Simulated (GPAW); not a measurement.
The system is InGaAs2.

```xyz
4
Lattice="4.2250 0.0000 0.0000 0.0000 4.2250 0.0000 0.0000 0.0000 5.9621" Properties=species:S:1:pos:R:3 pbc="T T T"
In    0.0000    0.0000    2.9811
As    0.0000    2.1125    1.3804
As    2.1125    0.0000    4.5818
Ga    2.1125    2.1125    0.0000
```

The cell comes from a database or a generator and needn't be the stable form of this composition.

```yaml
Program: GPAW 26.7.0
Task: relaxation of cell and atoms
Functional: PBEsol
Dispersion: D3
Potentials_or_basis: PAW data sets generated in the run's folder for this functional
Cutoff: 600 eV
Basis: pw
k_mesh: 6 × 6 × 4
Occupations: fermi-dirac, width 0.05 eV
Spin: no spin polarisation
```

At the start: pressure -3.5 GPa; volume 26.61 Å³/atom.

**Question.** Where does the relaxation end?

**Answer.** Over 6 steps the energy falls by 18.6 meV/atom and the volume is 25.00 Å³/atom (-6.0 %); space group P-4m2 (No. 115, to 0.05 Å).

Step by step:
```csv
step,energy change (eV),largest force (eV/Å),pressure (GPa),volume (Å³)
1,0.0000,0.0620,-3.54,106.43
2,-0.0141,0.0496,-3.22,105.76
3,-0.0736,0.0763,0.29,99.58
4,-0.0742,0.0537,-0.04,100.08
5,-0.0743,0.0430,-0.04,100.08
6,-0.0745,0.0039,0.00,100.01
```

Final structure:
```cif
data_structure
_symmetry_space_group_name_H-M 'P 1'
_symmetry_Int_Tables_number 1
_cell_length_a 4.1354
_cell_length_b 4.1354
_cell_length_c 5.8478
_cell_angle_alpha 90.000
_cell_angle_beta 90.000
_cell_angle_gamma 90.000
_cell_volume 100.01
loop_
_atom_site_label
_atom_site_type_symbol
_atom_site_fract_x
_atom_site_fract_y
_atom_site_fract_z
_atom_site_occupancy
In1 In 0.00000 0.00000 0.50000 1
As1 As 0.00000 0.50000 0.23186 1
As2 As 0.50000 0.00000 0.76814 1
Ga1 Ga 0.50000 0.50000 0.00000 1
```

Caveat: later steps reuse the first step's grids; pairwise dispersion overbinds metals, which lowers pressure and volume.
